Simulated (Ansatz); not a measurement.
# armchair graphene nanoribbon (N = 9, H edges): bands by functional and under strain, part 2 of 2

What gap, if any, does the armchair graphene nanoribbon (N = 9, H edges) have, and how does it change with the functional and under strain?

Ansatz 0.2.0; DFT PBE, plane waves, PAW; relaxation of a wire's period (the session's first sound run).

So far, band gap (eV): step 3 (the perfect wire, PBE) 0.787; step 4 (another level of theory, level LDA, cutoff 420 eV, LDA PBE) 0.778; step 5 (levels at the same atoms, level PBEsol, cutoff 420 eV, PBEsol PBE) 0.785; step 6 (another level of theory, level r2SCAN, cutoff 500 eV, r2SCAN PBE) 0.847.

## Step 8: Strain along the wire, period over the relaxed period 0.97, k-mesh 1×1×15

This step: DFT PBE, plane waves, PAW; relaxation at a fixed period (Ansatz 0.2.0).

The period is set to 0.97 times the relaxed one and the atoms relax within it: strain changes bond lengths and angles, which shifts the bands against each other. Against the first PBE run of this kind, the mesh along the wire has 15 points against 19.

The cell differs from the one that the last finished run ended in (c 4.297 → 4.168 Å).

input.yaml reads:

```yaml
crystal:
  lattice:
    - [18.691, 0.0, 0.0]
    - [0.0, 7.0, 0.0]
    - [0.0, 0.0, 4.1680981751]
  atoms:
    - { symbol: C, position: [0.23791053, 0.5, 0.006905819] }
    - { symbol: C, position: [0.367991555, 0.5, 7.7466e-05] }
    - { symbol: C, position: [0.5, 0.5, 0.999270138] }
    - { symbol: C, position: [0.632008445, 0.5, 7.7466e-05] }
    - { symbol: C, position: [0.76208947, 0.5, 0.006905819] }
    - { symbol: C, position: [0.23791053, 0.5, 0.326427514] }
    - { symbol: C, position: [0.367991555, 0.5, 0.333255867] }
    - { symbol: C, position: [0.5, 0.5, 0.334063195] }
    - { symbol: C, position: [0.632008445, 0.5, 0.333255867] }
    - { symbol: C, position: [0.76208947, 0.5, 0.326427514] }
    - { symbol: H, position: [0.186648736, 0.5, 0.446107673] }
    - { symbol: H, position: [0.813351264, 0.5, 0.446107673] }
    - { symbol: C, position: [0.30221811, 0.5, 0.498595387] }
    - { symbol: C, position: [0.434280331, 0.5, 0.500602437] }
    - { symbol: C, position: [0.565719669, 0.5, 0.500602437] }
    - { symbol: C, position: [0.69778189, 0.5, 0.498595387] }
    - { symbol: C, position: [0.30221811, 0.5, 0.834737946] }
    - { symbol: C, position: [0.434280331, 0.5, 0.832730896] }
    - { symbol: C, position: [0.565719669, 0.5, 0.832730896] }
    - { symbol: C, position: [0.69778189, 0.5, 0.834737946] }
    - { symbol: H, position: [0.186648736, 0.5, 0.88722566] }
    - { symbol: H, position: [0.813351264, 0.5, 0.88722566] }
kpoints:
  mp_grid: { grid: [1, 1, 15] }
  band_path: { path: ["Γ", Z], npoints: 50 }
scf:
  occupations: { method: fermi_dirac, width: 0.05 }
hamiltonian:
  xc: pbe
relax:
  max_steps: 40
  f_tol: 0.02
output:
  stress: true
```

Started as:

```
$ ansatz run input.yaml --threads 8 --pin off --max-ram 16384MiB --backend cpu --events-out ev --progress --plain --runs-dir out
```

The job ended after 15 s (8 threads of Arm Neoverse V2, shared host; peak memory 1.9 GiB; 1.9 min of CPU time).

The steps of the relaxation:

```csv
step,energy less that of the first step (eV),largest force component (eV/Å)
1,0.0000,1.2179
2,-0.0699,0.3128
3,-0.0785,0.0589
4,-0.0787,0.0032
```

The run keeps the 8 symmetry operations that it works with, so distortions that break them were not tested.

The atoms that moved most (Å):

| atom | dx | dy | dz | length |
| --- | --- | --- | --- | --- |
| H21 | -0.026 | 0.000 | -0.037 | 0.046 |
| H11 | -0.026 | 0.000 | 0.037 | 0.046 |
| H22 | 0.026 | 0.000 | -0.037 | 0.046 |
| H12 | 0.026 | 0.000 | 0.037 | 0.046 |
| C10 | 0.035 | 0.000 | 0.012 | 0.037 |
| C5 | 0.035 | 0.000 | -0.012 | 0.037 |
| C6 | -0.035 | 0.000 | 0.012 | 0.037 |
| C1 | -0.035 | 0.000 | -0.012 | 0.037 |

Final coordinates:

```xyz
22
Lattice="18.6910 0.0000 0.0000 0.0000 7.0000 0.0000 0.0000 0.0000 4.1681" Properties=species:S:1:pos:R:3
C     4.4118    3.5000    0.0165
C     6.8644    3.5000   -0.0045
C     9.3455    3.5000    4.1614
C    11.8266    3.5000   -0.0045
C    14.2792    3.5000    0.0165
C     4.4118    3.5000    1.3728
C     6.8644    3.5000    1.3939
C     9.3455    3.5000    1.3960
C    11.8266    3.5000    1.3939
C    14.2792    3.5000    1.3728
H     3.4622    3.5000    1.8965
H    15.2288    3.5000    1.8965
C     5.6290    3.5000    2.0737
C     8.1099    3.5000    2.0817
C    10.5811    3.5000    2.0817
C    13.0620    3.5000    2.0737
C     5.6290    3.5000    3.4837
C     8.1099    3.5000    3.4758
C    10.5811    3.5000    3.4758
C    13.0620    3.5000    3.4837
H     3.4622    3.5000    3.6610
H    15.2288    3.5000    3.6610
```

This step gave:

- energy at zero smearing: -4579.7339 eV
- band gap: 0.4791 eV

The electronic bands at the labelled points (eV, zero at the Fermi level):

```
  point  band 35  band 36  band 37  band 38  band 39  band 40  band 41  band 42
      Γ    -1.97    -1.34    -1.31    -0.24     0.24     1.26     1.30     1.69
halfway    -3.10    -2.83    -2.30    -1.91     1.51     2.19     2.39     3.03
      Z    -4.18    -3.28    -3.09    -2.59     1.73     2.49     2.60     4.17
```

The gap is 0.479 eV, against 0.787 eV under PBE at the relaxed period.

## Step 9: At a strained period, period over the relaxed period 1.03, k-mesh 1×1×14

The period is set to 1.03 times the relaxed one and the atoms relax within it: strain changes bond lengths and angles, which shifts the bands against each other. Against the first PBE run of this kind, the mesh along the wire has 14 points against 19.

The cell differs from the one that the last finished run ended in (c 4.168 → 4.426 Å).

Changes to input.yaml since step 8:

```diff
@@ -4,3 +4,3 @@
     - [0.0, 7.0, 0.0]
-    - [0.0, 0.0, 4.1680981751]
+    - [0.0, 0.0, 4.4259186808]
   atoms:
@@ -29,3 +29,3 @@
 kpoints:
-  mp_grid: { grid: [1, 1, 15] }
+  mp_grid: { grid: [1, 1, 14] }
   band_path: { path: ["Γ", Z], npoints: 50 }
```

Wall time 18 s (8 threads); peak memory 2 GiB; 2.3 min of CPU time.

Relaxation path:

| step | energy less that of the first step (eV) | largest force component (eV/Å) |
| --- | --- | --- |
| 1 | 0.0000 | 0.8272 |
| 2 | -0.0520 | 0.2693 |
| 3 | -0.0573 | 0.0445 |
| 4 | -0.0574 | 0.0235 |
| 5 | -0.0574 | 0.0013 |

Forces are held to the 8 operations that the run works with; a distortion that breaks them can't arise in this run.

The atoms that moved most (Å):

```csv
atom,dx,dy,dz,length
H22,-0.020,0.000,0.043,0.047
H21,0.020,0.000,0.043,0.047
H12,-0.020,0.000,-0.043,0.047
H11,0.020,0.000,-0.043,0.047
C6,0.030,0.000,-0.013,0.033
C1,0.030,0.000,0.013,0.033
C10,-0.030,0.000,-0.013,0.033
C5,-0.030,0.000,0.013,0.033
```

The relaxed structure:

```cif
data_structure
_symmetry_space_group_name_H-M 'P 1'
_symmetry_Int_Tables_number 1
_cell_length_a 18.6910
_cell_length_b 7.0000
_cell_length_c 4.4259
_cell_angle_alpha 90.000
_cell_angle_beta 90.000
_cell_angle_gamma 90.000
_cell_volume 579.07
loop_
_atom_site_label
_atom_site_type_symbol
_atom_site_fract_x
_atom_site_fract_y
_atom_site_fract_z
_atom_site_occupancy
C1 C 0.23952 0.50000 0.00976 1
C2 C 0.36857 0.50000 0.00066 1
C3 C 0.50000 0.50000 0.99960 1
C4 C 0.63143 0.50000 0.00066 1
C5 C 0.76048 0.50000 0.00976 1
C6 C 0.23952 0.50000 0.32357 1
C7 C 0.36857 0.50000 0.33268 1
C8 C 0.50000 0.50000 0.33373 1
C9 C 0.63143 0.50000 0.33268 1
C10 C 0.76048 0.50000 0.32357 1
H11 H 0.18770 0.50000 0.43647 1
H12 H 0.81230 0.50000 0.43647 1
C13 C 0.30303 0.50000 0.49916 1
C14 C 0.43458 0.50000 0.50127 1
C15 C 0.56542 0.50000 0.50127 1
C16 C 0.69697 0.50000 0.49916 1
C17 C 0.30303 0.50000 0.83417 1
C18 C 0.43458 0.50000 0.83206 1
C19 C 0.56542 0.50000 0.83206 1
C20 C 0.69697 0.50000 0.83417 1
H21 H 0.18770 0.50000 0.89686 1
H22 H 0.81230 0.50000 0.89686 1
```

This step gave:

| Item | Value |
| --- | --- |
| band gap | 1.076 eV |

The electronic bands at the labelled points (eV, zero at the Fermi level):

| point | band 35 | band 36 | band 37 | band 38 | band 39 | band 40 | band 41 | band 42 |
| --- | --- | --- | --- | --- | --- | --- | --- | --- |
| Γ | -2.30 | -1.62 | -0.90 | -0.54 | 0.54 | 1.03 | 1.35 | 1.65 |
| halfway | -3.06 | -2.42 | -2.15 | -1.60 | 1.53 | 2.19 | 2.39 | 3.10 |
| Z | -3.82 | -2.96 | -2.69 | -2.19 | 1.86 | 2.53 | 2.80 | 4.11 |

The gap is 1.08 eV, against 0.787 eV under PBE at the relaxed period.

## Step 10: Outcome

```
cell length, PBE           : 4.297 Å
conductance, PBE           : 4.9e-7 G₀
gap, PBE                   : 0.787 eV
gap, LDA                   : 0.778 eV
gap, PBEsol                : 0.785 eV
gap, r2SCAN                : 0.847 eV
gap, period scaled by 0.97 : 0.479 eV
gap, period scaled by 1.03 : 1.08 eV
```

What this shows: Under PBE the cell's length is 4.30 Å, and a gap of 0.79 eV makes it a semiconductor. At the relaxed period the wire is gapped under every functional, from 0.78 eV (LDA) to 0.85 eV (r2SCAN). Weak screening in one dimension makes quasiparticle gaps larger than the semilocal gaps, as a rule. Strain matters: under PBE the gap goes from 0.79 eV to 0.479 eV at 0.97 times the period and 1.08 eV at 1.03 times the period. Transport is coherent and elastic here: the atoms are frozen, so scattering by vibrations plays no part.

[Logs are printed without paths, hosts, clocks, repeated set-up lines and the standing remarks that a program may print on its own settings, such as how far it seeks lower states.]

[Hosts, paths, dates, database ids (printed as entryN), source tags and the programs' standing remarks are cut or masked in the printed files.]
